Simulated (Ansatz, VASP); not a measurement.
## Two plane-wave programs on Al4O

The input INCAR:

```
SYSTEM = Al4O
PREC = Accurate ; ENCUT = 600
EDIFF = 1E-6 ; ISMEAR = 0
SIGMA = 0.1 ; LREAL = .False.
LASPH = .True. ; NELM = 80
ALGO = Normal ; ISIF = 3
LWAVE = .False. ; LCHARG = .False.
GGA = PE ; IBRION = 2
NSW = 90 ; EDIFFG = -0.04
```

File KPOINTS:

```
Automatic mesh
0
Gamma
  6 6 4
  0 0 0
```

Contents of POSCAR:

```
Al4O
1.0
    3.4603776600      0.0000000000      0.0000000000
    0.0000000000      3.4603776600      0.0000000000
    0.0000000000      0.0000000000      4.8937130200
Al O
4 1
Direct
    0.5000000000      0.0000000000      0.2500000000
    0.0000000000      0.5000000000      0.7500000000
    0.5000000000      0.0000000000      0.7500000000
    0.0000000000      0.5000000000      0.2500000000
    0.0000000000      0.0000000000      0.0000000000
```

Input for Ansatz:

```yaml
crystal:
  lattice:
    - [3.46037766, 0.0, 0.0]
    - [0.0, 3.46037766, 0.0]
    - [0.0, 0.0, 4.89371302]
  atoms:
    - { symbol: Al, position: [0.5, 0.0, 0.25] }
    - { symbol: Al, position: [0.0, 0.5, 0.75] }
    - { symbol: Al, position: [0.5, 0.0, 0.75] }
    - { symbol: Al, position: [0.0, 0.5, 0.25] }
    - { symbol: O, position: [0.0, 0.0, 0.0] }
basis:
  ecutwfc: 420
kpoints:
  mp_grid: { grid: [6, 6, 4] }
hamiltonian:
  xc: pbe
scf:
  occupations: { method: gaussian, width: 0.1 }
  lower_state_search: "off"
output:
  forces: true
  stress: true
  eigenvalues: true
relax:
  adjacent_minimum: "off"
  f_tol: 0.04
  max_steps: 70
  cell: { stress_tol: 0.4 }
```

Change from the starting cell: ordered vacancies on the anion sites of antifluorite (P4/mmm, No. 123).

Alike in both runs: task relaxation of cell and atoms; functional PBE; k mesh 6 × 6 × 4; occupations gaussian, width 0.1 eV; no spin polarisation.

|  | VASP | Ansatz |
| --- | --- | --- |
| version | VASP 6.6.1 | Ansatz 0.2.0 |
| potentials or method | VASP PAW PBE potentials, release 64 (Al, O) | scalar-relativistic, plane waves, PAW |
| plane-wave cutoff (eV) | 600 | 420 |
| valence electrons in the cell | 18 | 18 |

```csv
,VASP,Ansatz,Ansatz less VASP
"gap on the k mesh at the Fermi level, each at its own relaxed structure (eV)",none,none,-
relaxed volume (Å³/atom),16.93,17.05,+0.117
relaxed cell length with the largest relative difference (Å),5.951,5.979,+0.0287
energy change over the relaxation (meV/atom),-704,-708,-4.5
```

A gap of «none» marks a metal or a gap that the smearing closes.

Caveats: the volume moved by over 15 % at a fixed basis, so the end points are rough (VASP).
